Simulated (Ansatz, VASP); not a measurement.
**SnSe2: VASP beside Ansatz**

```
CELL_PARAMETERS angstrom
3.81100 0.00000 0.00000
-1.90550 3.30042 0.00000
0.00000 0.00000 6.13600
ATOMIC_POSITIONS crystal
Sn 0.00000 0.00000 0.00000
Se 0.33333 0.66667 0.24900
Se 0.66667 0.33333 0.75100
```

Alike in both runs: task relaxation of cell and atoms; functional PBE; dispersion D3(BJ); k mesh 6 × 6 × 4; occupations gaussian, width 0.1 eV; no spin polarisation.

|  | VASP | Ansatz |
| --- | --- | --- |
| version | VASP 6.6.1 | Ansatz 0.2.0 |
| potentials or method | VASP PAW PBE potentials, release 64 (Sn_d, Se) | scalar-relativistic, plane waves, PAW |
| plane-wave cutoff (eV) | 600 | 420 |
| valence electrons in the cell | 26 | 46 |

|  | VASP | Ansatz | Ansatz less VASP |
| --- | --- | --- | --- |
| gap on the k mesh at the Fermi level, each at its own relaxed structure (eV) | 0.62 | 0.65 | +0.027 |
| relaxed volume (Å³/atom) | 25.60 | 25.64 | +0.049 |
| relaxed cell length with the largest relative difference (Å) | 6.005 | 6.028 | +0.0223 |
| energy change over the relaxation (meV/atom) | -22 | -21 | +0.9 |

The two sets of potentials don't hold the same shells in valence.

Caveats: spin-orbit coupling is left out, which moves the levels of the heavy elements. A k mesh can miss the band edges.
